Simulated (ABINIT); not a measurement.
# ZnO (zincite) (P6_3mc) in ABINIT: notebook

One crystal, ZnO (zincite), is run at these levels: PBE; tasks: single point.

Program: ABINIT 10.8.3 (patched build). These are calculated values, not measurements. Logs are shortened: lines on timing, memory, paths and dates and some standing lists are left out, and cuts for length are marked. The log counts tension as positive stress, the text compression.

**1. The cell of the first run**

Symmetry: P6_3mc, No. 186, hexagonal system. The conventional cell has a = 3.249 Å, b = 3.249 Å, c = 5.206 Å, α = 90.00°, β = 90.00°, γ = 120.00°. Zn (site symmetry 3m) has 4 O at 1.97 to 1.98 Å as nearest neighbours. Around O (site symmetry 3m) lie 4 Zn at 1.97 to 1.98 Å.

**2. Single point, PBE, 11.90 Å³/atom (biaxial strain of 0 %)**

Contents of run.abi:

```
pp_dirpath "./"
pseudos "Zn.GGA_PBE-JTH.xml, O.GGA_PBE-JTH.xml"

acell 3.249308 3.249308 5.205709 Angstrom
rprim
     1.0000000000     0.0000000000     0.0000000000
    -0.5000000000     0.8660254038     0.0000000000
     0.0000000000     0.0000000000     1.0000000000
ntypat 2
znucl 30 8
natom 4
typat 1 1 2 2
xred
     0.6666666667     0.3333333333     0.0000000000
     0.3333333333     0.6666666667     0.5000000000
     0.3333333333     0.6666666667     0.8790100000
     0.6666666667     0.3333333333     0.3790100000

ecut 23.0
pawecutdg 45.0
pawxcdev 0

kptopt 1
ngkpt 9 9 5
nshiftk 1
shiftk 0.0 0.0 0.0

ixc 11

nband 22
occopt 3
tsmear 0.00183747

nstep 100
tolvrs 1.0e-9

iomode 3
prtwf 0
prteig 0
prtebands 0
enunit 1
prtden 1
prtvha 1
prtvclmb 1
prtpot 1
```

Potentials or basis: JTH PAW PBE v2.0.

Run with:

```console
$ abinit run.abi > log 2>&1
```

run.abo:

```text
.Version 10.8.3 of ABINIT
 Symmetries : space group P6_3 m c (#186); Bravais hP (primitive hexag.)
================================================================================
 Values of the parameters that define the memory need of the present run
     intxc =       0    ionmov =       0      iscf =      17    lmnmax =      18
     lnmax =       6     mgfft =      45  mpssoang =       3    mqgrid =    3001
     natom =       4  nloc_mem =       2    nspden =       1   nspinor =       1
    nsppol =       1      nsym =      12    n1xccc =       1    ntypat =       2
    occopt =       3   xclevel =       2
       mpw =        1719          nfft =       40500          nkpt =          36
 PAW method is used; the additional fine FFT grid is defined by:
   mgfftf=        60    nfftf =     96000
================================================================================
================================================================================

--------------------------------------------------------------------------------
------------- Echo of variables that govern the present computation ------------
--------------------------------------------------------------------------------
 -outvars: echo values of preprocessed input variables --------
            acell      6.1403022187E+00  6.1403022187E+00  9.8373643012E+00 Bohr
              amu      6.53900000E+01  1.59994000E+01
             ecut      2.30000000E+01 Hartree
           enunit           1
              ixc          11
         kptrlatt        9    0    0      0    9    0      0    0    5
          kptrlen      4.91868215E+01
            natom           4
            nband          22
            ngfft          30      30      45
          ngfftdg          40      40      60
             nkpt          36
            nstep         100
             nsym          12
           ntypat           2
           occopt           3
        pawecutdg      4.50000000E+01 Hartree
         pawxcdev           0
        prtebands           0
           prteig           0
           prtpot           1
         prtvclmb           1
           prtvha           1
            prtwf           0
            rprim      1.0000000000E+00  0.0000000000E+00  0.0000000000E+00
                      -5.0000000000E-01  8.6602540380E-01  0.0000000000E+00
                       0.0000000000E+00  0.0000000000E+00  1.0000000000E+00
          spgroup         186
           tolvrs      1.00000000E-09
           tsmear      1.83747000E-03 Hartree
            typat      1  1  2  2
           useylm           1
           xangst      1.6246540000E+00  9.3799442426E-01  0.0000000000E+00
                       6.5619490340E-17  1.8759888485E+00  2.6028545000E+00
                       6.5619490340E-17  1.8759888485E+00  4.5758702681E+00
                       1.6246540000E+00  9.3799442426E-01  1.9730157681E+00
            xcart      3.0701511094E+00  1.7725525695E+00  0.0000000000E+00
                       1.2400286527E-16  3.5451051389E+00  4.9186821506E+00
                       1.2400286527E-16  3.5451051389E+00  8.6471415944E+00
                       3.0701511094E+00  1.7725525695E+00  3.7284594438E+00
[... 209 lines left out ...]
    1     -0.00000000000000    -0.00000000000000    -0.07151157496419
    2      0.00000000000000     0.00000000000000    -0.07151157496419
    3      0.00000000000000     0.00000000000000     0.07151157496419
    4     -0.00000000000000    -0.00000000000000     0.07151157496419
 frms,max,avg= 4.1287227E-02 7.1511575E-02   0.000E+00  0.000E+00  1.514E-03 e/A
 length scales=  6.140302218721  6.140302218721  9.837364301173 bohr
              =  3.249308000000  3.249308000000  5.205709000000 angstroms
 Fermi (or HOMO) energy (eV) =   6.54674   Average Vxc (eV)= -10.23659
 Eigenvalues (   eV  ) for nkpt=  36  k points:
 kpt#   1, nband= 22, wtk=  0.00247, kpt=  0.0000  0.0000  0.0000 (reduced coord)
 -11.97408  -11.24361    0.40780    0.40780    0.44684    0.49501    0.60489    0.60489
   1.57513    1.57513    1.79021    1.79021    2.06014    5.29840    5.29840    6.03726
   6.10938    6.10938    6.90363   11.32027   14.37589   18.95608
 prteigrs : prtvol=0 or 1, do not print more k-points.

--- !EnergyTerms
iteration_state     : {dtset: 1, }
comment             : Components of total free energy in Hartree
kinetic             :  2.84319113829860E+01
hartree             :  4.04952366121821E+01
xc                  : -9.37416309846413E+00
Ewald energy        : -1.08873348688041E+02
psp_core            :  2.87758457173554E+00
local_psp           : -1.49348914369140E+02
PAW spherical_terms :  3.48142788366729E+01
internal            : -1.60977414752068E+02
'-kT*entropy'       : -1.38293616662305E-07
total_energy        : -1.60977414890362E+02
total_energy_eV     : -4.38041861346117E+03
...

--- !EnergyTermsDC
iteration_state     : {dtset: 1, }
comment             : '"Double-counting" decomposition of free energy'
band_energy         :  9.31940752467248E-01
Ewald energy        : -1.08873348688041E+02
psp_core            :  2.87758457173554E+00
xc_dc               : -3.79738818346488E+01
PAW spherical_terms : -1.79397084807626E+01
internal            : -1.60977413679249E+02
'-kT*entropy'       : -1.38293616662305E-07
total_energy_dc     : -1.60977413817543E+02
total_energy_dc_eV  : -4.38041858426828E+03
...

--- !EnergyTermsWithPAWCore
iteration_state     : {dtset: 1, }
comment             : 'Components of total free energy, including PAW core contributions'
Total energy        : -3.74269731359737E+03
Total energy DC     : -3.74269731252455E+03
Total energy (eV)   : -1.01843982202094E+05
Total energy DC (eV): -1.01843982172901E+05
...

 Cartesian components of stress tensor (hartree/bohr^3)
  sigma(1 1)= -1.28484204E-04  sigma(3 2)=  0.00000000E+00
  sigma(2 2)= -1.28484204E-04  sigma(3 1)=  0.00000000E+00
  sigma(3 3)= -1.86895142E-04  sigma(2 1)=  0.00000000E+00

-Cartesian components of stress tensor (GPa)         [Pressure=  4.3530E+00 GPa]
- sigma(1 1)= -3.78013579E+00  sigma(3 2)=  0.00000000E+00
- sigma(2 2)= -3.78013580E+00  sigma(3 1)=  0.00000000E+00
- sigma(3 3)= -5.49864491E+00  sigma(2 1)=  0.00000000E+00

== END DATASET(S) ==============================================================
================================================================================

 -outvars: echo values of variables after computation  --------
            acell      6.1403022187E+00  6.1403022187E+00  9.8373643012E+00 Bohr
           etotal     -1.6097741382E+02
            fcart     -3.5081598622E-28 -2.0254370407E-28 -1.3906787188E-03
                       3.5081598622E-28  2.0254370407E-28 -1.3906787188E-03
                       3.5081598622E-28  2.0254370407E-28  1.3906787188E-03
                      -3.5081598622E-28 -2.0254370407E-28  1.3906787188E-03
            rprim      1.0000000000E+00  0.0000000000E+00  0.0000000000E+00
                      -5.0000000000E-01  8.6602540380E-01  0.0000000000E+00
                       0.0000000000E+00  0.0000000000E+00  1.0000000000E+00
           strten     -1.2848420412E-04 -1.2848420444E-04 -1.8689514161E-04
                       0.0000000000E+00  0.0000000000E+00  0.0000000000E+00
           xangst      1.6246540000E+00  9.3799442426E-01  0.0000000000E+00
                       6.5619490340E-17  1.8759888485E+00  2.6028545000E+00
                       6.5619490340E-17  1.8759888485E+00  4.5758702681E+00
                       1.6246540000E+00  9.3799442426E-01  1.9730157681E+00
             xred      6.6666666667E-01  3.3333333333E-01  0.0000000000E+00
                       3.3333333333E-01  6.6666666667E-01  5.0000000000E-01
                       3.3333333333E-01  6.6666666667E-01  8.7901000000E-01
                       6.6666666667E-01  3.3333333333E-01  3.7901000000E-01
 Calculation completed.
```

Wall time 4.2 min (1 thread of Arm Neoverse V1, shared host); peak memory 0.15 GiB.

What came out:

```
Free energy                                           : -4380.4186 eV
Pressure                                              : 4.4 GPa
Largest force                                         : 0.072 eV/Å
Band gap on the k mesh                                : 0.79 eV, direct
Valence electrons inside the program's atomic spheres : Zn 10.89; O 4.54
```

**3. Single point, PBE, 10.97 Å³/atom (biaxial strain of -4 %)**

Changes to run.abi since step 2:

```diff
@@ -3,3 +3,3 @@
 
-acell 3.249308 3.249308 5.205709 Angstrom
+acell 3.11933568 3.11933568 5.205709 Angstrom
 rprim
@@ -17,2 +17,5 @@
      0.6666666667     0.3333333333     0.3790100000
+chkprim 0
+chksymtnons 0
+tolsym 1.0e-6
```

Potentials or basis: JTH PAW PBE v2.0.

Run with:

```console
$ abinit run.abi > log 2>&1
```

Run time: 5.9 min. Hardware: 1 thread of Arm Neoverse V1, shared host; peak memory 0.14 GiB.

It converged, with:

```yaml
Free_energy: -4380.1221 eV
Pressure: 19.3 GPa
Largest_force: 0.432 eV/Å
Band_gap_on_the_k_mesh: 0.83 eV, direct
```

Caveat: the atomic spheres overlap.
